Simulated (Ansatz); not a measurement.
Runs of Ansatz 0.2.0 on Re. It takes space group P6_3/mmc (No. 194, hexagonal). Conventional cell: a = 2.761 Å, b = 2.761 Å, c = 4.458 Å, α = 90.00°, β = 90.00°, γ = 120.00°. Re (site symmetry -6m2) has 12 Re at 2.74 to 2.76 Å as nearest neighbours. 

```tsv
task	potentials or basis	spin	cell	k mesh	cutoff (eV)	pressure (GPa)
relaxation of cell and atoms	all-electron LAPW, scalar-relativistic	off	relaxed to 10 GPa	11 × 11 × 6	-	10.0
relaxation of cell and atoms	all-electron LAPW, scalar-relativistic	off	relaxed	11 × 11 × 6	-	0.0
relaxation of cell and atoms	all-electron LAPW, scalar-relativistic	off	relaxed to 5 GPa	11 × 11 × 6	-	5.0
single point	all-electron LAPW, scalar-relativistic	off	strain_z_fixed_volume = 0	11 × 11 × 6	281	-4.1
relaxation of cell and atoms	all-electron LAPW, scalar-relativistic	off	relaxed to 20 GPa	11 × 11 × 6	-	20.0
relaxation of cell and atoms	all-electron LAPW, scalar-relativistic	off	relaxed to 30 GPa	11 × 11 × 6	-	30.0
band structure	all-electron LAPW, relativistic spinors	SOC, no magnetisation	as given	8 × 8 × 4	282	(a)
band structure	all-electron LAPW, scalar-relativistic	off	as given	8 × 8 × 4	281	-3.5
```

Alike in all rows: level PBEsol; smearing fermi-dirac 0.05 eV; basis error allowed 0.001 eV/atom.

Question: Estimate the missing entries.

Answer: (a) -2.9.

Caveats: the k mesh is thin for a metal, which can move the energy by tens of meV per atom (some runs).

The runs don't all hold the same shells in valence.
